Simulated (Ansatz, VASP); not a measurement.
## One calculation of P, two programs

```
P
1.0
     2.40726    0.00000    0.00000
     0.00000    2.40726    0.00000
     0.00000    0.00000    2.40737
P
1
Direct
  0.00000 0.00000 0.00000
```

Alike in both runs: functional PBE; dispersion D3(BJ); k mesh 10 × 10 × 10; occupations gaussian, width 0.1 eV; no spin polarisation.

Ansatz relaxed the structure, and its values are those at the end. VASP's run is a single point on that final structure, the one shown.

|  | VASP | Ansatz |
| --- | --- | --- |
| version | VASP 6.6.1 | Ansatz 0.2.0 |
| potentials or method | VASP PAW PBE potentials, release 64 (P) | scalar-relativistic, plane waves, PAW |
| plane-wave cutoff (eV) | 520 | 420 |
| valence electrons in the cell | 5 | 5 |

```tsv
	VASP	Ansatz	Ansatz less VASP
gap on the k mesh at the Fermi level (eV)	none	none	-
pressure (GPa)	-0.3	0.0	+0.34
```

A gap of «none» marks a metal or a gap that the smearing closes.

Caveats: pairwise dispersion overbinds metals, which lowers pressure and volume.
